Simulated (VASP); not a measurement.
# CsPbBr3 under changes of volume

One of the cells (42.036 Å³/atom); the others are scaled copies at fixed shape and fractional positions:

```
Pb Cs Br
1.0
     5.94560    0.00000    0.00000
     0.00000    5.94560    0.00000
     0.00000    0.00000    5.94560
Pb Cs Br
1 1 3
Direct
  0.50000 0.50000 0.50000
  0.00000 0.00000 0.00000
  0.50000 0.50000 0.00000
  0.50000 0.00000 0.50000
  0.00000 0.50000 0.50000
```

Measurements of this composition are mostly on another form, of space group No. 62.

```yaml
Program: VASP 6.6.1
Functional: r2SCAN
Potentials_or_basis: VASP PAW PBE potentials, release 64 (Pb_d, Cs_sv, Br)
Cutoff: 520 eV
k_mesh: 4 × 4 × 4
Occupations: gaussian, width 0.02 eV
Spin: no spin polarisation
```

| volume (Å³/atom) | energy over the lowest point (meV/atom) | pressure (GPa) | gap on the mesh (eV) |
| --- | --- | --- | --- |
| 40.354 | 4.91 | 0.9 | 1.89 |
| 41.195 | 1.21 | 0.4 | 1.98 |
| 42.036 | 0.00 | 0.0 | 2.06 |
| 42.876 | ? | ? | ? |
| 43.717 | 4.04 | -0.8 | 2.21 |

Problem. What does the run at 42.876 Å³/atom give?

Solution. Energy over the lowest point 1.03 meV/atom; pressure -0.4 GPa; gap on the mesh 2.14 eV.

Worked out: A Birch-Murnaghan fit of order 2 (a polynomial in V^(-2/3)) to the other rows has its minimum at 42.06 Å³/atom with B0 = V·E''(V) = 21 GPa. It gives 1.01 meV/atom at 42.876 Å³/atom, against the run's 1.03, and -dE/dV = -0.4 GPa, against -0.4. A straight line through the other rows of the gap, of slope 3.98 eV per unit of ln V (its deformation potential), gives 2.14 eV, against the run's 2.14.

Energies are extrapolated to zero smearing.

Caveats: the PAW data sets were made with another functional, which shifts forces and pressure a little; spin-orbit coupling is left out, which as a rule narrows the gap of such compounds by several tenths of an eV.

A mesh can miss the band edges.
